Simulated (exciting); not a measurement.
# Nd (Fm-3m) in exciting: reference runs

Aim: a first look at Nd with PBEsol, on the cell as given, then over a range of volumes.

Program: exciting (release sodium). These are calculated values, not measurements. Logs are shortened: lines on timing, memory, paths and dates and some standing lists are left out, and cuts for length are marked.

### Step 1. Starting point

Symmetry: Fm-3m, No. 225, cubic system. The conventional cell has a = 5.210 Å, b = 5.210 Å, c = 5.210 Å, α = 90.00°, β = 90.00°, γ = 90.00°. Nd (site symmetry m-3m) is surrounded by 12 Nd at 3.68 Å.

This isn't the form of Nd at room conditions, which is double hcp.

### Step 2. Single point, PBEsol, collinear spin, ferromagnetic start

File input.xml:

```xml
<input>
  <title>Nd</title>
  <structure speciespath="./" tshift="false">
    <crystal scale="1">
      <basevect>0.000000000000 4.922586228449 4.922586228449</basevect>
      <basevect>4.922586228449 0.000000000000 4.922586228449</basevect>
      <basevect>4.922586228449 4.922586228449 0.000000000000</basevect>
    </crystal>
    <species speciesfile="Nd.xml" rmt="2.3">
      <atom coord="0.000000000000 0.000000000000 0.000000000000" bfcmt="0 0 -8"/>
    </species>
  </structure>
  <groundstate do="fromscratch" ngridk="9 9 9" rgkmax="9.5" gmaxvr="14" lmaxapw="10" lmaxmat="10" lmaxvr="8" xctype="GGA_PBE_SOL" stype="Fermi Dirac" swidth="0.00183747" nempty="22" ValenceRelativity="iora*" epsengy="1e-05" epspot="1e-05" maxscl="90" tforce="true" outputlevel="normal">
    <spin reducebf="0.5"/>
  </groundstate>
</input>
```

Potentials or basis: all-electron LAPW+lo, shipped species files, valence relativity iora*.

On the command line:

```
OMP_NUM_THREADS=1 exciting_smp
```

INFO.OUT:

```text
================================================================================
EXCITING SODIUM started
[... 10 lines left out ...]

 Lattice vectors (cartesian) :
      0.0000000000      4.9225862284      4.9225862284
      4.9225862284      0.0000000000      4.9225862284
      4.9225862284      4.9225862284      0.0000000000

 Reciprocal lattice vectors (cartesian) :
     -0.6381996186      0.6381996186      0.6381996186
      0.6381996186     -0.6381996186      0.6381996186
      0.6381996186      0.6381996186     -0.6381996186

 Unit cell volume                           :     238.5667931634
 Brillouin zone volume                      :       1.0397516358

 Species :    1 (Nd)
     parameters loaded from                 :    Nd.xml
     name                                   :    neodymium
     nuclear charge                         :     -60.00000000
     electronic charge                      :      60.00000000
     atomic mass                            :  262933.43510000
     muffin-tin radius                      :       2.30000000
     # of radial points in muffin-tin       :     450

     atomic positions (lattice) :
       1 :   0.00000000  0.00000000  0.00000000

     magnetic fields (cartesian) :
       1 :   0.00000000  0.00000000 -8.00000000

 Total number of atoms per unit cell        :       1

 Spin treatment                             :    spin-polarised
 Global magnetic field (cartesian) :        0.00000000   0.00000000   0.00000000
 collinear magnetisation in z-direction

 Number of Bravais lattice symmetries       :      48
 Number of crystal symmetries               :      48

 k-point grid                               :       9    9    9
 Total number of k-points                   :      35
 k-point set is reduced with crystal symmetries

 R^MT_min * |G+k|_max (rgkmax)              :       9.50000000
 Species with R^MT_min                      :       1 (Nd)
 Maximum |G+k| for APW functions            :       4.13043478
 Maximum |G| for potential and density      :      14.00000000

 G-vector grid sizes                        :      32    32    32
 Total number of G-vectors                  :   11017

 Maximum angular momentum used for
     APW functions                          :      10
     computing H and O matrix elements      :      10
     potential and density                  :       8
     inner part of muffin-tin               :       2

 Total nuclear charge                       :     -60.00000000
 Total electronic charge                    :      60.00000000
 Total core charge                          :      46.00000000
 Total valence charge                       :      14.00000000

 Number of empty states                     :      22
 Total number of valence states             :      60

 Maximum Hamiltonian size                   :     315
 Maximum number of plane-waves              :     295
 Total number of local-orbitals             :      20

 Exchange-correlation type                  :      22
     PBEsol, Phys. Rev. Lett. 100, 136406 (2008)
     Generalised gradient approximation (GGA)

 Smearing scheme                            :    Fermi-Dirac
 Smearing width                             :       0.00183747

 Using multisecant Broyden potential mixing
[... 6 lines left out ...]
* Groundstate module started                                                   *
********************************************************************************
 Output level for this task is set to normal

++++++++++++++++++++++++++++++++++++++++++++++++++++++++++++++++++++++++++++++++
[... 5 lines left out ...]
+ SCF iteration number :    1                                                  +
++++++++++++++++++++++++++++++++++++++++++++++++++++++++++++++++++++++++++++++++
 Total energy                               :     -9499.36302181
 _______________________________________________________________
 Fermi energy                               :         0.39687337
 Kinetic energy                             :     10459.74034445
[... 37 lines left out ...]
 Coulomb energy                             :    -19787.47586287
 Exchange energy                            :      -215.91083575
 Correlation energy                         :        -3.77028643
 No external B-field energy in total energy

 DOS at Fermi energy (states/Ha/cell)       :       157.04753009

 Electron charges :
     core                                   :        46.00000000
     core leakage                           :         0.00110483
     valence                                :        14.00000000
     interstitial                           :         3.28432852
     charge in muffin-tin spheres :
                  atom     1    Nd          :        56.71567148
     total charge in muffin-tins            :        56.71567148
     total charge                           :        60.00000000
[... 325 lines left out ...]
 Moments :
     interstitial                           :         0.75560681
     moment in muffin-tin spheres :
                  atom     1    Nd          :         3.48138745
     total moment in muffin-tins            :         3.48138745
     total moment                           :         4.23699426

 RMS change in effective potential (target) :  0.262270E-08  ( 0.100000E-04)
 Absolute change in total energy   (target) :  0.457609E-06  ( 0.100000E-04)
 Charge distance                   (target) :  0.411155E-09  ( 0.100000E-04)
 Abs. change in max-nonIBS-force   (target) :   0.00000      ( 0.500000E-04)

++++++++++++++++++++++++++++++++++++++++++++++++++++++++++++++++++++++++++++++++
| Convergency criteria checked for the last 2 iterations                       +
| Convergence targets achieved. Performing final SCF iteration                 +
++++++++++++++++++++++++++++++++++++++++++++++++++++++++++++++++++++++++++++++++
 Total energy                               :     -9626.55056012
 _______________________________________________________________
 Fermi energy                               :         0.31539042
 Kinetic energy                             :     10380.60643033
 Coulomb energy                             :    -19787.47586783
 Exchange energy                            :      -215.91083618
 Correlation energy                         :        -3.77028644
 No external B-field energy in total energy

 DOS at Fermi energy (states/Ha/cell)       :       157.04749081

 Electron charges :
     core                                   :        46.00000000
     core leakage                           :         0.00110483
     valence                                :        14.00000000
     interstitial                           :         3.28432825
     charge in muffin-tin spheres :
                  atom     1    Nd          :        56.71567175
     total charge in muffin-tins            :        56.71567175
     total charge                           :        60.00000000

 Moments :
     interstitial                           :         0.75560681
     moment in muffin-tin spheres :
                  atom     1    Nd          :         3.48138736
     total moment in muffin-tins            :         3.48138736
     total moment                           :         4.23699416

++++++++++++++++++++++++++++++++++++++++++++++++++++++++++++++++++++++++++++++++
+ Self-consistent loop stopped                                                 +
++++++++++++++++++++++++++++++++++++++++++++++++++++++++++++++++++++++++++++++++
 STATE.OUT is written

--------------------------------------------------------------------------------
- Writing atomic positions and forces                                          -
--------------------------------------------------------------------------------

 Atomic positions (lattice) :
 atom     1  Nd  :     0.00000000    0.00000000    0.00000000

 Total atomic forces including IBS (cartesian) :
 atom     1  Nd  :     0.00000000    0.00000000    0.00000000

 Atomic force components including IBS (cartesian) :
 atom     1  Nd  :     0.00000000    0.00000000    0.00000000   HF force
                 :     0.00000000    0.00000000    0.00000000   core correction
                 :     0.00000000    0.00000000    0.00000000   IBS correction

********************************************************************************
* Groundstate module stopped                                                   *
********************************************************************************

--------------------------------------------------------------------------------
- CAUTION! Warnings have been written in file WARNING.OUT !                    -
--------------------------------------------------------------------------------
================================================================================
| EXCITING SODIUM stopped                                                      =
================================================================================
```

Run time: 2.4 min. Hardware: 1 thread of Arm Neoverse V2, shared host; peak memory 0.12 GiB.

What came out:

```
Free energy                                       : -261951.8363 eV
Band gap on the k mesh                            : none (metal or under the smearing width)
Net moment                                        : 4.24 μB per cell
Site moments                                      : Nd +3.48 μB
All electrons inside the program's atomic spheres : Nd 56.72 (radii Nd 2.3 bohr)
```

Caveat: the magnetic or orbital state may not be the lowest; the log's total energy holds no entropy term; the free energy is that total less TS from the occupations; spin-orbit coupling is left out, which moves the levels of the heavy elements. The state reached can hang on the start; a lower one may exist.

### Step 3. Equation of state, PBEsol, collinear spin, ferromagnetic start, 33.23 Å³/atom (volume scaled by 0.94)

File input.xml:

```xml
<input>
  <title>Nd</title>
  <structure speciespath="./" tshift="false">
    <crystal scale="1">
      <basevect>0.000000000000 4.822097088319 4.822097088319</basevect>
      <basevect>4.822097088319 0.000000000000 4.822097088319</basevect>
      <basevect>4.822097088319 4.822097088319 0.000000000000</basevect>
    </crystal>
    <species speciesfile="Nd.xml" rmt="2.3">
      <atom coord="0.000000000000 0.000000000000 0.000000000000" bfcmt="0 0 -8"/>
    </species>
  </structure>
  <groundstate do="fromscratch" ngridk="9 9 9" rgkmax="9.5" gmaxvr="14" lmaxapw="10" lmaxmat="10" lmaxvr="8" xctype="GGA_PBE_SOL" stype="Fermi Dirac" swidth="0.00183747" nempty="22" ValenceRelativity="iora*" epsengy="1e-05" epspot="1e-05" maxscl="90" outputlevel="normal">
    <spin reducebf="0.5"/>
  </groundstate>
</input>
```

Potentials or basis: all-electron LAPW+lo, shipped species files, valence relativity iora*.

On the command line:

```
OMP_NUM_THREADS=1 exciting_smp
```

It took 2.2 min on 1 thread of Arm Neoverse V2, shared host; peak memory 0.12 GiB.

Results (log left out):

| Quantity | Value |
| --- | --- |
| Free energy | -261951.8729 eV |
| Band gap on the k mesh | none (metal or under the smearing width) |
| Net moment | 4.08 μB per cell |
| Site moments | Nd +3.43 μB |
| All electrons inside the program's atomic spheres | Nd 56.73 (radii Nd 2.3 bohr) |

Caveat: the magnetic or orbital state may not be the lowest; the log's total energy holds no entropy term; the free energy is that total less TS from the occupations; spin-orbit coupling is left out, which moves the levels of the heavy elements.

### Step 4. Equation of state, PBEsol, collinear spin, ferromagnetic start, 33.94 Å³/atom (volume scaled by 0.96)

input.xml, as its differences from that of step 3:

```diff
@@ -4,5 +4,5 @@
     <crystal scale="1">
-      <basevect>0.000000000000 4.822097088319 4.822097088319</basevect>
-      <basevect>4.822097088319 0.000000000000 4.822097088319</basevect>
-      <basevect>4.822097088319 4.822097088319 0.000000000000</basevect>
+      <basevect>0.000000000000 4.856056637464 4.856056637464</basevect>
+      <basevect>4.856056637464 0.000000000000 4.856056637464</basevect>
+      <basevect>4.856056637464 4.856056637464 0.000000000000</basevect>
     </crystal>
```

On the command line:

```
OMP_NUM_THREADS=1 exciting_smp
```

It took 1.7 min on 1 thread of Arm Neoverse V2, shared host; peak memory 0.12 GiB.

It converged, with:

```
Free energy                                       : -261951.8609 eV
Band gap on the k mesh                            : none (metal or under the smearing width)
Net moment                                        : 4.15 μB per cell
Site moments                                      : Nd +3.45 μB
All electrons inside the program's atomic spheres : Nd 56.72 (radii Nd 2.3 bohr)
```

Caveat: the magnetic or orbital state may not be the lowest; the log's total energy holds no entropy term; the free energy is that total less TS from the occupations; spin-orbit coupling is left out, which moves the levels of the heavy elements.

### Step 5. Equation of state, PBEsol, collinear spin, ferromagnetic start, 34.64 Å³/atom (volume scaled by 0.98)

input.xml, as its differences from that of step 4:

```diff
@@ -4,5 +4,5 @@
     <crystal scale="1">
-      <basevect>0.000000000000 4.856056637464 4.856056637464</basevect>
-      <basevect>4.856056637464 0.000000000000 4.856056637464</basevect>
-      <basevect>4.856056637464 4.856056637464 0.000000000000</basevect>
+      <basevect>0.000000000000 4.889547741455 4.889547741455</basevect>
+      <basevect>4.889547741455 0.000000000000 4.889547741455</basevect>
+      <basevect>4.889547741455 4.889547741455 0.000000000000</basevect>
     </crystal>
```

On the command line:

```
OMP_NUM_THREADS=1 exciting_smp
```

Run time: 2.5 min. Hardware: 1 thread of Arm Neoverse V2, shared host; peak memory 0.12 GiB.

It converged, with:

```
Free energy                                       : -261951.8472 eV
Band gap on the k mesh                            : none (metal or under the smearing width)
Net moment                                        : 4.20 μB per cell
Site moments                                      : Nd +3.47 μB
All electrons inside the program's atomic spheres : Nd 56.72 (radii Nd 2.3 bohr)
```

Caveat: the magnetic or orbital state may not be the lowest; the log's total energy holds no entropy term; the free energy is that total less TS from the occupations; spin-orbit coupling is left out, which moves the levels of the heavy elements.

### Step 6. Equation of state, PBEsol, collinear spin, ferromagnetic start, 35.35 Å³/atom

input.xml, as its differences from that of step 5:

```diff
@@ -4,5 +4,5 @@
     <crystal scale="1">
-      <basevect>0.000000000000 4.889547741455 4.889547741455</basevect>
-      <basevect>4.889547741455 0.000000000000 4.889547741455</basevect>
-      <basevect>4.889547741455 4.889547741455 0.000000000000</basevect>
+      <basevect>0.000000000000 4.922586228449 4.922586228449</basevect>
+      <basevect>4.922586228449 0.000000000000 4.922586228449</basevect>
+      <basevect>4.922586228449 4.922586228449 0.000000000000</basevect>
     </crystal>
```

Potentials or basis: all-electron LAPW+lo, shipped species files, valence relativity iora*.

On the command line:

```
OMP_NUM_THREADS=1 exciting_smp
```

Wall time 2.4 min (1 thread of Arm Neoverse V2, shared host); peak memory 0.12 GiB.

The run converged. Its results:

- Free energy: -261951.8363 eV
- Band gap on the k mesh: none (metal or under the smearing width)
- Net moment: 4.24 μB per cell
- Site moments: Nd +3.48 μB
- All electrons inside the program's atomic spheres: Nd 56.72 (radii Nd 2.3 bohr)

Caveat: the magnetic or orbital state may not be the lowest; the log's total energy holds no entropy term; the free energy is that total less TS from the occupations; spin-orbit coupling is left out, which moves the levels of the heavy elements.

### Step 7. Equation of state, PBEsol, collinear spin, ferromagnetic start, 36.06 Å³/atom (volume scaled by 1.02)

input.xml, as its differences from that of step 6:

```diff
@@ -4,5 +4,5 @@
     <crystal scale="1">
-      <basevect>0.000000000000 4.922586228449 4.922586228449</basevect>
-      <basevect>4.922586228449 0.000000000000 4.922586228449</basevect>
-      <basevect>4.922586228449 4.922586228449 0.000000000000</basevect>
+      <basevect>0.000000000000 4.955187087376 4.955187087376</basevect>
+      <basevect>4.955187087376 0.000000000000 4.955187087376</basevect>
+      <basevect>4.955187087376 4.955187087376 0.000000000000</basevect>
     </crystal>
```

On the command line:

```
OMP_NUM_THREADS=1 exciting_smp
```

It took 1.9 min on 1 thread of Arm Neoverse V2, shared host; peak memory 0.12 GiB.

The run converged. Its results:

```yaml
Free_energy: -261951.8214 eV
Band_gap_on_the_k_mesh: none (metal or under the smearing width)
Net_moment: 4.27 μB per cell
Site_moments: Nd +3.49 μB
All_electrons_inside_the_program's_atomic_spheres: Nd 56.71 (radii Nd 2.3 bohr)
```

Caveat: the magnetic or orbital state may not be the lowest; the log's total energy holds no entropy term; the free energy is that total less TS from the occupations; spin-orbit coupling is left out, which moves the levels of the heavy elements.

### Step 8. Equation of state, PBEsol, collinear spin, ferromagnetic start, 36.77 Å³/atom (volume scaled by 1.04)

input.xml, as its differences from that of step 7:

```diff
@@ -4,5 +4,5 @@
     <crystal scale="1">
-      <basevect>0.000000000000 4.955187087376 4.955187087376</basevect>
-      <basevect>4.955187087376 0.000000000000 4.955187087376</basevect>
-      <basevect>4.955187087376 4.955187087376 0.000000000000</basevect>
+      <basevect>0.000000000000 4.987364528409 4.987364528409</basevect>
+      <basevect>4.987364528409 0.000000000000 4.987364528409</basevect>
+      <basevect>4.987364528409 4.987364528409 0.000000000000</basevect>
     </crystal>
```

On the command line:

```
OMP_NUM_THREADS=1 exciting_smp
```

Run time: 2.1 min. Hardware: 1 thread of Arm Neoverse V2, shared host; peak memory 0.12 GiB.

It converged, with:

- Free energy: -261951.8084 eV
- Band gap on the k mesh: none (metal or under the smearing width)
- Net moment: 4.30 μB per cell
- Site moments: Nd +3.50 μB
- All electrons inside the program's atomic spheres: Nd 56.71 (radii Nd 2.3 bohr)

Caveat: the magnetic or orbital state may not be the lowest; the log's total energy holds no entropy term; the free energy is that total less TS from the occupations; spin-orbit coupling is left out, which moves the levels of the heavy elements.

### Step 9. Equation of state, PBEsol, collinear spin, ferromagnetic start, 37.47 Å³/atom (volume scaled by 1.06)

input.xml, as its differences from that of step 8:

```diff
@@ -4,5 +4,5 @@
     <crystal scale="1">
-      <basevect>0.000000000000 4.987364528409 4.987364528409</basevect>
-      <basevect>4.987364528409 0.000000000000 4.987364528409</basevect>
-      <basevect>4.987364528409 4.987364528409 0.000000000000</basevect>
+      <basevect>0.000000000000 5.019132037957 5.019132037957</basevect>
+      <basevect>5.019132037957 0.000000000000 5.019132037957</basevect>
+      <basevect>5.019132037957 5.019132037957 0.000000000000</basevect>
     </crystal>
```

Potentials or basis: all-electron LAPW+lo, shipped species files, valence relativity iora*.

On the command line:

```
OMP_NUM_THREADS=1 exciting_smp
```

Run time: 1.7 min. Hardware: 1 thread of Arm Neoverse V2, shared host; peak memory 0.12 GiB.

Results (log left out):

```
Free energy                                       : -261951.7940 eV
Band gap on the k mesh                            : none (metal or under the smearing width)
Net moment                                        : 4.32 μB per cell
Site moments                                      : Nd +3.51 μB
All electrons inside the program's atomic spheres : Nd 56.71 (radii Nd 2.3 bohr)
```

Caveat: the magnetic or orbital state may not be the lowest; the log's total energy holds no entropy term; the free energy is that total less TS from the occupations; spin-orbit coupling is left out, which moves the levels of the heavy elements.
